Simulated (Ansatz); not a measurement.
The cell is COD entry 1548816, which may be a prediction rather than a measurement; nothing was relaxed. The listed cell was then made from it by scaling, straining or moving an atom.

An input for TiSe2: DFT, PBE, all-electron PAW with datasets made for the crystal, scalar-relativistic (Ansatz 0.2.0).

Command: `ansatz run input.yaml --threads 1 --pin off --max-ram 6144MiB --backend cpu --events-out ev --progress --plain --runs-dir out` The run took 25 s on 1 thread of Arm Neoverse V1, with other jobs on the host, peak memory 0.69 GiB.

```yaml
crystal:
  lattice:
    - [3.4882121401, 0.0, 0.0]
    - [-1.7441060701, 3.0208803272, 0.0]
    - [0.0, 0.0, 5.9228549177]
  atoms:
    - { symbol: Ti, position: [0.0, 0.0, 0.0] }
    - { symbol: Se, position: [0.3333333333, 0.6666666667, 0.2552] }
    - { symbol: Se, position: [0.6666666667, 0.3333333333, 0.7448] }
kpoints:
  mp_grid: { grid: [12, 12, 6] }
scf:
  occupations: { method: fermi_dirac, width: 0.03 }
hamiltonian:
  xc: pbe
  pseudopotentials: { kind: all_electron, datasets: crystal }
output:
  forces: true
  stress: true
  eigenvalues: true
  efg: { contact_densities: true }
```

Set-up and iterations as logged by Ansatz (the results part is left out, to be predicted):

```
hamiltonian.pseudopotentials.datasets: crystal makes datasets for this crystal and solves the spheres of its atoms anew in each pass: cutoff 220.0 eV, the density's 1100.0 eV; for an error of 0.50 meV an atom under PBE, 1.5 meV for the cell; an energy difference from a run of another recipe may be off by several times the error for the cell, under r2SCAN by more, where some 0.1 meV an atom stays at smaller errors; Ti in spheres of 1.376 Å, 4 of its electrons in bands, 8 on its site; Se in spheres of 1.138 Å, 6 of its electrons in bands, 10 on its site; only band paths and densities of states list, in semicore columns, the levels of the semicore shells that are solved separately: 3s of Ti, 3p of Ti, 3d of Se
Engine: ansatz 0.2.0
Pseudopotentials: kind: all_electron
Pseudopotential: Ti, paw, valence charge 12, recommended cutoff 220 eV (normal), Koelling and Harmon's equation, gaussian nucleus
Pseudopotential: Se, paw, valence charge 16, recommended cutoff 220 eV (normal), Koelling and Harmon's equation, gaussian nucleus
Functional definition: PBE
  parameter kappa = 0.804
  parameter beta = 0.06672455060314922
  exchange = pbe_x(kappa = kappa, mu = beta*pi^2/3)
  correlation = pbe_c(beta = beta)
Crystal: 3 atoms, lattice volume = 62.412 Å³
Basis set: ecut = 220 eV, 465 PW (Γ), exchange–correlation on 40×40×72 points (8 copies of the dense FFT grid, shifted against one another)
Bands: 12, of which v1, the nominal top of the filled ones, is band 8 counted from 1 (7 counted from 0)
Symmetry: 12 space group operations
Space group: P-3m1 (ITA 164), of the structure as read, at distance tolerance 4.0e-5 Å
k-points: 100 of 864
Non-local potential: Ti, projectors of the file, l = 0: 1, l = 1: 1, l = 2: 2
Non-local potential: Se, projectors of the file, l = 0: 1, l = 1: 1
PAW form: soft (Blöchl's): semilocal exchange-correlation on the pseudo side does not see the compensation charge
PAW one-centre angular grid: Ti, 590 points (default); XC on its mesh's 1951 points in the sphere
PAW one-centre angular grid: Se, 110 points (default); XC on its mesh's 1839 points in the sphere
Initial density: superposition of atomic densities (neutral atoms: chi_scale 0, normalization atom)
Initial wavefunctions: pseudopotential atomic-orbital guess
Functional: x = pbe(κ = 0.804, μ = 0.2195149727645171), c = pbe(β = 0.06672455060314922)
iter 1 solved again at ethr=1.06e-2 eV; its pass at ethr=1.00e-1 eV (dr2=1.70e0 eV) is discarded
SCF iter   1: F=—  HF=-155488.322329 eV  |F-HF|=—  |Δ(HF+E_count)|=         —  Δρ=4.65e-2  dr2=1.69e0  ethr=1.06e-2  ⟨swp⟩=2.2  Hψ=6607  notcnv=0
SCF iter   2: F=—  HF=-155488.081070 eV  |F-HF|=—  |Δ(HF+E_count)|=   2.41e-1  Δρ=2.32e-2  dr2=1.05e0  ethr=1.06e-2  ⟨swp⟩=3.3  Hψ=2813  notcnv=0
SCF iter   3: F=—  HF=-155488.741874 eV  |F-HF|=—  |Δ(HF+E_count)|=   6.61e-1  Δρ=5.80e-2  dr2=5.76e0  ethr=6.58e-3  ⟨swp⟩=4.1  Hψ=3941  notcnv=0  defer=1  recentre
iter 4 solved again at ethr=8.31e-5 eV; its pass at ethr=6.58e-3 eV (dr2=1.33e-2 eV) is discarded
SCF iter   4: F=—  HF=-155487.951734 eV  |F-HF|=—  |Δ(HF+E_count)|=   7.90e-1  Δρ=6.05e-3  dr2=1.43e-2  ethr=8.31e-5  ⟨swp⟩=3.0  Hψ=7053  notcnv=0  defer=2
SCF iter   5: F=—  HF=-155487.957219 eV  |F-HF|=—  |Δ(HF+E_count)|=   5.48e-3  Δρ=4.92e-3  dr2=2.69e-2  ethr=8.31e-5  ⟨swp⟩=3.6  Hψ=2862  notcnv=0  defer=9
SCF iter   6: F=—  HF=-155487.954866 eV  |F-HF|=—  |Δ(HF+E_count)|=   2.35e-3  Δρ=4.07e-4  dr2=7.56e-5  ethr=8.31e-5  ⟨swp⟩=3.4  Hψ=2768  notcnv=0  defer=2
SCF iter   7: F=—  HF=-155487.957225 eV  |F-HF|=—  |Δ(HF+E_count)|=   2.36e-3  Δρ=3.03e-4  dr2=5.32e-5  ethr=4.72e-7  ⟨swp⟩=4.0  Hψ=4040  notcnv=0  defer=1
SCF iter   8: F=—  HF=-155487.957228 eV  |F-HF|=—  |Δ(HF+E_count)|=   2.72e-6  Δρ=6.98e-5  dr2=2.15e-6  ethr=3.32e-7  ⟨swp⟩=3.0  Hψ=2593  notcnv=0  defer=1
SCF iter   9: F=—  HF=-155487.957229 eV  |F-HF|=—  |Δ(HF+E_count)|=   1.22e-6  Δρ=3.42e-5  dr2=1.17e-6  ethr=1.34e-8  ⟨swp⟩=3.5  Hψ=2693  notcnv=0  defer=1
SCF iter  10: F=—  HF=-155487.957229 eV  |F-HF|=—  |Δ(HF+E_count)|=   1.30e-7  Δρ=1.09e-5  dr2=1.49e-7  ethr=7.29e-9  ⟨swp⟩=2.0  Hψ=2016  notcnv=0  defer=1
SCF iter  11: F=-155487.957229 eV  HF=-155487.957229 eV  |F-HF|=8.27e-9  |Δ(HF+E_count)|=   3.46e-9  Δρ=3.06e-6  dr2=9.94e-9  ethr=9.31e-10  ⟨swp⟩=3.2  Hψ=2253  notcnv=0  defer=1
```

(1) What pressure will this run report?

(2) How large will the largest force be?

Results:

(1) 5.28 GPa (positive in compression).

(2) 0.497 eV/Å.
